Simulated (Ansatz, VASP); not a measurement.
One calculation of Li2S, two programs

Contents of INCAR:

```
PREC = Accurate
ENCUT = 600
EDIFF = 1E-6
ISMEAR = 0
SIGMA = 0.01
LREAL = False
LASPH = True
NELM = 80
ALGO = Normal
ISIF = 3
LWAVE = False
LCHARG = False
GGA = PS
IBRION = 2
NSW = 80
EDIFFG = -0.001
```

KPOINTS

```
Automatic mesh
0
Gamma
  8 8 8
```

Contents of POSCAR:

```
Li2S
1.0
    0.0000000000      2.8273141350      2.8273141350
    2.8273141350      0.0000000000      2.8273141350
    2.8273141350      2.8273141350      0.0000000000
Li S
2 1
Direct
    0.2500000000      0.2500000000      0.2500000000
    0.7500000000      0.7500000000      0.7500000000
    0.0000000000      0.0000000000      0.0000000000
```

Input for Ansatz:

```yaml
crystal:
  lattice:
    - [0.0, 2.827314135, 2.827314135]
    - [2.827314135, 0.0, 2.827314135]
    - [2.827314135, 2.827314135, 0.0]
  atoms:
    - { symbol: Li, position: [0.25, 0.25, 0.25] }
    - { symbol: Li, position: [0.75, 0.75, 0.75] }
    - { symbol: S, position: [0.0, 0.0, 0.0] }
basis:
  ecutwfc: 420
kpoints:
  mp_grid: { grid: [8, 8, 8] }
hamiltonian:
  xc: pbesol
scf:
  occupations: { method: fixed }
output:
  forces: true
  stress: true
  eigenvalues: true
relax:
  adjacent_minimum: "off"
  f_tol: 0.001
  max_steps: 60
  cell: { stress_tol: 0.01 }
```

Alike in both runs: task relaxation of cell and atoms; functional PBEsol; k mesh 8 × 8 × 8; no spin polarisation.

|  | VASP | Ansatz |
| --- | --- | --- |
| version | VASP 6.6.1 | Ansatz 0.2.0 |
| potentials or method | VASP PAW PBE potentials, release 64 (Li_sv, S) | scalar-relativistic, plane waves, PAW |
| plane-wave cutoff (eV) | 600 | 420 |
| occupations | gaussian, width 0.01 eV | fixed |
| valence electrons in the cell | 12 | 12 |

|  | VASP | Ansatz | Ansatz less VASP |
| --- | --- | --- | --- |
| gap on the k mesh at the Fermi level, each at its own relaxed structure (eV) | 3.20 | 3.20 | +0.001 |
| relaxed volume (Å³/atom) | 15.06 | 15.07 | +0.008 |
| relaxed cell length with the largest relative difference (Å) | 3.998 | 3.998 | +0.0007 |

Caveats: the cutoff is under 1.25 times the usual one of these potentials, so pressure, stress and relaxed cells hold a basis-set (Pulay) error (VASP); the PAW data sets were made with another functional, which shifts forces and pressure a little (VASP). A k mesh can miss the band edges.
